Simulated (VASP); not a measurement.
# ZnS (F-43m) in VASP: further runs

Runs on ZnS. Level: PBE. Tasks: dielectric tensor.

Everything below comes from runs of VASP 6.6.1. Logs are shortened: lines on timing, memory, paths and dates and some standing lists are left out, and cuts for length are marked.

## (1) Starting point

It takes space group F-43m (No. 216, cubic). The conventional cell has a = 5.404 Å, b = 5.404 Å, c = 5.404 Å, α = 90.00°, β = 90.00°, γ = 90.00°. Zn (site symmetry -43m) has 4 S at 2.34 Å as nearest neighbours. Around S (site symmetry -43m) lie 4 Zn at 2.34 Å.

## (2) Dielectric tensor, PBE

INCAR

```
PREC     = Accurate       # precision mode
ENCUT    = 350            # plane-wave cutoff, eV
EDIFF    = 1E-8           # SCF threshold, eV
ISMEAR   = 0              # smearing method
SIGMA    = 0.01           # smearing width, eV
LREAL    = Auto         
LASPH    = True           # aspherical terms in the spheres
NELM     = 100            # most SCF steps
ALGO     = Normal         # electronic algorithm
ISIF     = 2              # what is computed and relaxed
LWAVE    = False          # write WAVECAR
LCHARG   = False          # write CHGCAR
GGA      = PE             # functional
LEPSILON = True           # dielectric tensor by DFPT
```

KPOINTS

```
regular mesh
0
Gamma
  8 8 8
```

POSCAR

```
ZnS
1.0
    0.0000000000      2.7020000000      2.7020000000
    2.7020000000      0.0000000000      2.7020000000
    2.7020000000      2.7020000000      0.0000000000
Zn S
1 1
Direct
    0.7500000000      0.7500000000      0.7500000000
    0.0000000000      0.0000000000      0.0000000000
```

Potentials or basis: VASP PAW PBE potentials, release 64 (Zn, S).

Launch:

```
cat potpaw_PBE.64/Zn/POTCAR potpaw_PBE.64/S/POTCAR > POTCAR
mpirun -np 1 vasp_std > vasp.out
```

OUTCAR:

```text
PREC = Accurate
   ENCUT = 350
   EDIFF = 1E-8
   ISMEAR = 0
   LREAL = Auto
   LASPH = True
   NELM = 100
   ISIF = 2
   GGA = PE
   LEPSILON = True

 Found     29 irreducible k-points:

 Following reciprocal coordinates:
            Coordinates               Weight
  0.000000  0.000000  0.000000      1.000000
  0.125000  0.000000  0.000000      8.000000
  0.250000  0.000000  0.000000      8.000000
  0.375000  0.000000  0.000000      8.000000
  0.500000  0.000000  0.000000      4.000000
  0.125000  0.125000  0.000000      6.000000
   k-points           NKPTS =     29   k-points in BZ     NKDIM =     29   number of bands    NBANDS=     13
   number of dos      NEDOS =    301   number of ions     NIONS =      2
   total plane-waves  NPLWV =  13824
   dimension x,y,z NGX =    24 NGY =   24 NGZ =   24
   dimension x,y,z NGXF=    48 NGYF=   48 NGZF=   48
   ions per type =               1   1
   NGX,Y,Z   is equivalent  to a cutoff of  10.44, 10.44, 10.44 a.u.
   NGXF,Y,Z  is equivalent  to a cutoff of  20.88, 20.88, 20.88 a.u.
 SYSTEM =  unknown system
   PREC   = accura    normal or accurate (medium, high low for compatibility)
   ISTART =      0    job   : 0-new  1-cont  2-samecut
   ICHARG =      2    charge: 1-file 2-atom 10-const
   ISPIN  =      1    spin polarized calculation?
   LNONCOLLINEAR =      F non collinear calculations
   LSORBIT =      F    spin-orbit coupling
   LASPH  =      T    aspherical Exc in radial PAW
   ENCUT  =  350.0 eV  25.72 Ry    5.07 a.u.   5.83  5.83  5.83*2*pi/ulx,y,z
   NELM   =    100;   NELMIN=  2; NELMDL= -5     # of ELM steps
   EDIFF  = 0.1E-07   stopping-criterion for ELM
   LREAL  =      T    real-space projection
   EDIFFG = 0.1E-06   stopping-criterion for IOM
   NSW    =      0    number of steps for IOM
   IBRION =     -1    ionic relax: 0-MD 1-quasi-New 2-CG
   NFREE  =      0    steps in history (QN), initial steepest desc. (CG)
   ISIF   =      2    stress and relaxation
   ISYM   =      2    0-nonsym 1-usesym 2-fastsym
   POTIM  = 0.5000    time-step for ionic-motion
   TEBEG  =    0.0;   TEEND  =   0.0 temperature during run
   PSTRESS=    0.0 pullay stress
   NELECT =      18.0000    total number of electrons
   NUPDOWN=      -1.0000    fix difference up-down
   EMIN   =  10.00;   EMAX   =-10.00  energy-range for DOS
   EFERMI =   0.00;   METHOD = LEGACY
   ISMEAR =     0;   SIGMA  =   0.01  broadening in eV -4-tet -1-fermi 0-gaus
   EFERMI_NEDOS =   21; number of points for ismear=-14 and -15
   IALGO  =     38    algorithm
   IMIX   =      4    mixing-type and parameters
     AMIX     =   0.40;   BMIX     =  1.00
     AMIX_MAG =   1.60;   BMIX_MAG =  1.00
  volume/ion in A,a.u.               =      19.73       133.12
  Fermi-wavevector in a.u.,A,eV,Ry     =   1.260290  2.381602 21.610537  1.588330
  Thomas-Fermi vector in A             =   2.393807
   LORBIT       =      0    0 simple, 1 ext, 2 COOP (PROOUT), +10 PAW based schemes
   GGA     = PE    functional components
   LHFCALC =     F    Hartree Fock is set to
   AEXX    =    0.0000 exact exchange contribution
   IVDW    =     0    specifies the selected vdW correction
   LEPSILON=     T    determine dielectric tensor
   LRPA    =     F    only Hartree local field effects (RPA)
 non-spin polarized calculation
 Gauss-broadening in eV      SIGMA  =   0.01
  energy-cutoff  :      350.00
  volume of cell :       39.45
 maximum number of plane-waves:       604
   NGX = 11   NGY = 11   NGZ = 11

--------------------------------------- Ionic step        1  -------------------------------------------

 number of electron      17.9999961 magnetization

 E-fermi :   2.1887     XC(G=0):  -9.6306

 val. band max:        2.1096749733   @ k =   0.0000   0.0000   0.0000
 cond. band min:       4.2200944865   @ k =   0.0000   0.0000   0.0000
 fundamental gap:      2.1104195132
 Fermi energy:         2.1886513985

 k-point     1 :       0.0000    0.0000    0.0000
  band No.  band energies     occupation
      1     -11.0342      2.00000
      2      -4.2172      2.00000
      3      -4.2172      2.00000
      4      -4.2172      2.00000
      5      -3.7172      2.00000
      6      -3.7172      2.00000
      7       2.1097      2.00000
      8       2.1097      2.00000
      9       2.1097      2.00000
     10       4.2201      0.00000
     11       8.5043      0.00000
     12       8.5043      0.00000
     13       8.5043      0.00000

 k-point     2 :       0.1250    0.0000    0.0000
  band No.  band energies     occupation
      1     -10.9175      2.00000
      2      -4.2165      2.00000
      3      -4.1963      2.00000
      4      -4.1963      2.00000
      5      -3.7189      2.00000
      6      -3.7189      2.00000
      7       0.9948      2.00000
      8       1.9622      2.00000
      9       1.9622      2.00000
     10       5.0403      0.00000
     11       8.4116      0.00000
     12       8.7577      0.00000
     13       8.7578      0.00000

 k-point     3 :       0.2500    0.0000    0.0000
  band No.  band energies     occupation
      1     -10.6124      2.00000
      2      -4.1702      2.00000
      3      -4.1501      2.00000
      4      -4.1501      2.00000
      5      -3.7157      2.00000
      6      -3.7157      2.00000
      7      -0.7227      2.00000
      8       1.6409      2.00000
      9       1.6409      2.00000
     10       5.5823      0.00000
     11       9.0505      0.00000
     12       9.1284      0.00000
     13       9.1284      0.00000

 k-point     4 :       0.3750    0.0000    0.0000
  band No.  band energies     occupation
      1     -10.2659      2.00000
      2      -4.1137      2.00000
      3      -4.1137      2.00000
      4      -3.9539      2.00000
      5      -3.6990      2.00000
      6      -3.6990      2.00000
      7      -2.2456      2.00000
      8       1.3544      2.00000
      9       1.3544      2.00000
     10       5.4967      0.00000
     11       9.1171      0.00000
     12       9.1171      0.00000
     13      10.3752      0.00000

 k-point     5 :       0.5000    0.0000    0.0000
  band No.  band energies     occupation
      1     -10.1066      2.00000
      2      -4.1021      2.00000
      3      -4.1021      2.00000
      4      -3.6869      2.00000
      5      -3.6869      2.00000
      6      -3.5150      2.00000
      7      -3.1845      2.00000
      8       1.2431      2.00000
      9       1.2431      2.00000
     10       5.4170      0.00000
     11       9.0355      0.00000
     12       9.0355      0.00000
     13      10.9855      0.00000

 k-point     6 :       0.1250    0.1250    0.0000
  band No.  band energies     occupation
      1     -10.8785      2.00000
      2      -4.2374      2.00000
      3      -4.1782      2.00000
      4      -4.1782      2.00000
      5      -3.7337      2.00000
      6      -3.7062      2.00000
      7       1.0421      2.00000
      8       1.7007      2.00000
      9       1.7007      2.00000
     10       5.4023      0.00000
     11       7.7932      0.00000
     12       9.1350      0.00000
     13       9.1350      0.00000

 [... further k-points ...]

  FORCE on cell =-STRESS in cart. coord.  units (eV):
  Direction    XX          YY          ZZ          XY          YZ          ZX
  --------------------------------------------------------------------------------------
  -------------------------------------------------------------------------------------
  Total        0.3802051      0.3802051      0.3802051     -0.0000000     -0.0000000     -0.0000000
  in kB       15.4398310     15.4398310     15.4398310     -0.0000000     -0.0000000     -0.0000000
  external PRESSURE =      15.4398310 kB  Pullay stress =       0.0000000 kB

 VOLUME and BASIS-vectors are now :
 -----------------------------------------------------------------------------
  energy-cutoff  :      350.00
  volume of cell :       39.45
      direct lattice vectors                 reciprocal lattice vectors
     0.000000000  2.702000000  2.702000000    -0.185048113  0.185048113  0.185048113
     2.702000000  0.000000000  2.702000000     0.185048113 -0.185048113  0.185048113
     2.702000000  2.702000000  0.000000000     0.185048113  0.185048113 -0.185048113

 POSITION                                       TOTAL-FORCE (eV/Angst)
 -----------------------------------------------------------------------------------
      4.05300      4.05300      4.05300        -0.000000      0.000000      0.000000
      0.00000      0.00000      0.00000         0.000000     -0.000000     -0.000000
 -----------------------------------------------------------------------------------
    total drift:                               -0.000001     -0.000001     -0.000002

  FREE ENERGIE OF THE ION-ELECTRON SYSTEM (eV)
  ---------------------------------------------------
  free  energy   TOTEN  =        -6.8460739326 eV

  energy  without entropy=       -6.8460739326  energy(sigma->0) =       -6.84607393

 HEAD OF MICROSCOPIC STATIC DIELECTRIC TENSOR (INDEPENDENT PARTICLE, excluding Hartree and local field effects)
 ------------------------------------------------------
           6.387694     0.000000    -0.000000
          -0.000000     6.387694     0.000000
           0.000000    -0.000000     6.387694
 ------------------------------------------------------

 Free energy of the ion-electron system (eV)
  ---------------------------------------------------
  ---------------------------------------------------
  free energy    TOTEN  =        -0.58997093 eV

  energy without entropy =       -0.58997093

------------------------ aborting loop because EDIFF is reached ----------------------------------------

--------------------------------------- Ionic step        2  -------------------------------------------

------------------------ aborting loop because EDIFF is reached ----------------------------------------

--------------------------------------- Ionic step        3  -------------------------------------------

 Free energy of the ion-electron system (eV)
  ---------------------------------------------------
  ---------------------------------------------------
  free energy    TOTEN  =        -0.58997103 eV

  energy without entropy =       -0.58997103

------------------------ aborting loop because EDIFF is reached ----------------------------------------

 PIEZOELECTRIC TENSOR FIELD DIRECTION 3  (e Angst)
 -----------------------------------------------------------------------------
    -0.00030 -1.66385  0.00000           ( -0.00000  0.02092  0.00000)
    -1.66385 -0.00030  0.00000           (  0.02092 -0.00000  0.00000)
     0.00000  0.00000 -0.00087           (  0.00000  0.00000 -0.00000)

 PIEZOELECTRIC TENSOR FIELD DIRECTION 3  (C/m^2)
 -----------------------------------------------------------------------------
    -0.00012 -0.67568  0.00000
    -0.67568 -0.00012  0.00000
     0.00000  0.00000 -0.00035

 MACROSCOPIC STATIC DIELECTRIC TENSOR (including local field effects in DFT)
 ------------------------------------------------------
           6.003533    -0.000000    -0.000000
           0.000000     6.003533    -0.000000
           0.000000     0.000000     6.003533
 ------------------------------------------------------

 PIEZOELECTRIC TENSOR (including local field effects)  for field in x, y, z        (e  Angst)
          XX          YY          ZZ          XY          YZ          ZX
  --------------------------------------------------------------------------------
  x     0.00000     0.00000    -0.00000     0.00000    -1.67871     0.00000
  y     0.00000     0.00000     0.00000     0.00000    -0.00000    -1.67871
  z     0.00000    -0.00000     0.00000    -1.67871     0.00000     0.00000

 PIEZOELECTRIC TENSOR (including local field effects)  for field in x, y, z        (C/m^2)
          XX          YY          ZZ          XY          YZ          ZX
  --------------------------------------------------------------------------------
  x     0.00000     0.00000    -0.00000     0.00000    -0.68171     0.00000
  y     0.00000     0.00000     0.00000     0.00000    -0.00000    -0.68171
  z     0.00000    -0.00000     0.00000    -0.68171     0.00000     0.00000

 BORN EFFECTIVE CHARGES (including local field effects) (in |e|, cummulative output)
 ---------------------------------------------------------------------------------
 ion    1
    1     2.01522     0.00000     0.00000
    2     0.00000     2.01522     0.00000
    3     0.00000    -0.00000     2.01522
 ion    2
    1    -2.01522     0.00000     0.00000
    2    -0.00000    -2.01522    -0.00000
    3    -0.00000     0.00000    -2.01522
```

It took 2.2 min on 1 thread of Intel Xeon Platinum 8488C (Sapphire Rapids), shared host; peak memory 0.18 GiB.

These settings aren't checked as converged: the numbers below hold their error.

Results:

- Band gap on the k mesh: 2.11 eV, direct
- Electronic dielectric tensor (diagonal): 6.00
- Born charges (mean of the diagonal): Zn +2.02; S -2.02 e

[end of part 1 of 2]
